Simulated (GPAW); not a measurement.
Lu:

```xyz
2
Lattice="3.5031 0.0000 0.0000 -1.7515 3.0338 0.0000 0.0000 0.0000 5.5509" Properties=species:S:1:pos:R:3 pbc="T T T"
Lu    1.7516    1.0113    4.1632
Lu    0.0000    2.0225    1.3877
```

```yaml
Program: GPAW 26.7.0
Task: relaxation of cell and atoms
Functional: rSCAN
Dispersion: D3(BJ)
Potentials_or_basis: GPAW PAW data sets (gpaw-data 1.2.1)
Cutoff: 800 eV
Basis: pw
k_mesh: 5 × 5 × 3
Occupations: fermi-dirac, width 0.05 eV
Spin: no spin polarisation
```

At the start: pressure -1.3 GPa; volume 29.50 Å³/atom.

Task: Where does the relaxation end?

Result: Over 13 steps the energy falls by 9.2 meV/atom and the volume is 28.34 Å³/atom (-3.9 %); space group P6_3/mmc (No. 194, to 0.05 Å).

Step by step:
| step | energy change (eV) | largest force (eV/Å) | pressure (GPa) | volume (Å³) |
| --- | --- | --- | --- | --- |
| 1 | 0.0000 | 0.0019 | -1.32 | 58.99 |
| 2 | -0.0021 | 0.0003 | -1.11 | 58.69 |
| 3 | -0.0072 | 0.0001 | 0.08 | 57.06 |
| 4 | -0.0079 | 0.0000 | 0.14 | 56.92 |
| 5 | 0.1333 | 0.0023 | 5.72 | 51.40 |
| 6 | -0.0115 | 0.0002 | 0.32 | 56.52 |
| 7 | -0.0141 | 0.0002 | 0.51 | 56.21 |
| 8 | -0.0156 | 0.0002 | 0.86 | 55.75 |
| 9 | -0.0161 | 0.0001 | 0.66 | 55.99 |
| 10 | -0.0166 | 0.0000 | 0.47 | 56.18 |
| 11 | -0.0179 | 0.0005 | 0.07 | 56.60 |
| 12 | -0.0184 | 0.0002 | -0.03 | 56.70 |
| 13 | -0.0185 | 0.0002 | -0.02 | 56.68 |

Final structure:
```yaml
crystal:
  lattice:
    - [3.49860, 0.00000, 0.00000]
    - [-1.74930, 3.02988, 0.00000]
    - [0.00000, 0.00000, 5.34684]
  atoms:
    - { symbol: Lu, position: [0.66667, 0.33333, 0.75000] }
    - { symbol: Lu, position: [0.33333, 0.66667, 0.25000] }
```

Caveat: the k mesh is coarse (spacing up to 0.41 Å⁻¹), so the values aren't converged; one-centre terms of the f shell are cut off; later steps reuse the first step's grids; the PAW data sets were made with another functional, which shifts forces and pressure a little; pairwise dispersion overbinds metals, which lowers pressure and volume.
